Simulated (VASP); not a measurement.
Wanted: the native input for a VASP 6.6.1 run.

- Task: single point
- Functional: PBE
- Potentials or basis: VASP PAW PBE potentials, release 64 (K_sv, Ta_pv, O)
- Cutoff: 520 eV
- k mesh: 8 × 8 × 8
- Occupations: gaussian, width 0.02 eV
- Spin: no spin polarisation
- Dipole correction: no
- Further INCAR settings: ALGO = Fast; EDIFF = 1e-06; NBANDS = 27

The structure of KTaO3 (spin) lies in POSCAR:

```
KTaO3
1.0
    4.0243579231      0.0000000000      0.0000000000
    0.0000000000      4.0243579231      0.0000000000
    0.0000000000      0.0000000000      4.0243579231
K Ta O
1 1 3
Direct
    0.5000000000      0.5000000000      0.5000000000
    0.0000000000      0.0000000000      0.0000000000
    0.5000000000      0.0000000000      0.0000000000
    0.0000000000      0.5000000000      0.0000000000
    0.0000000000      0.0000000000      0.5000000000
```

The input as run:

INCAR

```
SYSTEM = KTaO3
PREC     = Accurate       ! precision mode
ENCUT    = 520            ! plane-wave cutoff, eV
EDIFF    = 1E-6           ! SCF threshold, eV
ISMEAR   = 0              ! smearing method
SIGMA    = 0.02           ! smearing width, eV
LREAL    = .FALSE.        ! projectors in reciprocal space
LASPH    = .TRUE.         ! aspherical terms in the spheres
NELM     = 100            ! most SCF steps
ALGO     = Fast           ! electronic algorithm
ISIF     = 2              ! what is computed and relaxed
LWAVE    = .FALSE.        ! write WAVECAR
LCHARG   = .TRUE.         ! write CHGCAR
GGA      = PE             ! functional
LELF     = .TRUE.         ! ELF
LVHAR    = .TRUE.       
NBANDS   = 27             ! bands
```

KPOINTS

```
regular mesh
0
G
  8 8 8
  0 0 0
```

Potentials or basis: VASP PAW PBE potentials, release 64 (K_sv, Ta_pv, O).

The run is started by

```sh
$ cat potpaw_PBE.64/K_sv/POTCAR potpaw_PBE.64/Ta_pv/POTCAR potpaw_PBE.64/O/POTCAR > POTCAR
$ mpirun -np 1 vasp_std > vasp.out
```

It gave:

```yaml
Pressure: 0.6 GPa
Band_gap_on_the_k_mesh: 2.12 eV, indirect (least direct gap 2.75 eV)
```

Caveat: spin-orbit coupling is left out, which moves the levels of the heavy elements.

It took 39 s on 1 thread of Intel(R) Xeon(R) 6975P-C (Granite Rapids), with other jobs on the host, peak memory 0.2 GiB.
